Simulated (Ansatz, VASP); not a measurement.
## Ga: VASP beside Ansatz

```xyz
4
Lattice="4.4560 0.0000 0.0000 -2.2280 3.8590 0.0000 0.0000 0.0000 5.2973" Properties=species:S:1:pos:R:3 pbc="T T T"
Ga    0.0000    0.0000    1.3243
Ga    0.0000    0.0000    3.9729
Ga    0.0000    2.5727    3.9729
Ga    2.2280    1.2863    1.3243
```

Alike in both runs: functional PBE; k mesh 6 × 6 × 4; occupations gaussian, width 0.1 eV; no spin polarisation.

Ansatz relaxed the structure, and its values are those at the end. VASP's run is a single point on that final structure, the one shown.

|  | VASP | Ansatz |
| --- | --- | --- |
| version | VASP 6.6.1 | Ansatz 0.2.0 |
| potentials or method | VASP PAW PBE potentials, release 64 (Ga_d) | scalar-relativistic, plane waves, PAW |
| plane-wave cutoff (eV) | 520 | 420 |
| valence electrons in the cell | 52 | 52 |

|  | VASP | Ansatz | Ansatz less VASP |
| --- | --- | --- | --- |
| gap on the k mesh at the Fermi level (eV) | none | none | - |
| pressure (GPa) | 0.3 | 0.1 | -0.18 |

A gap of «none» marks a metal or a gap that the smearing closes.
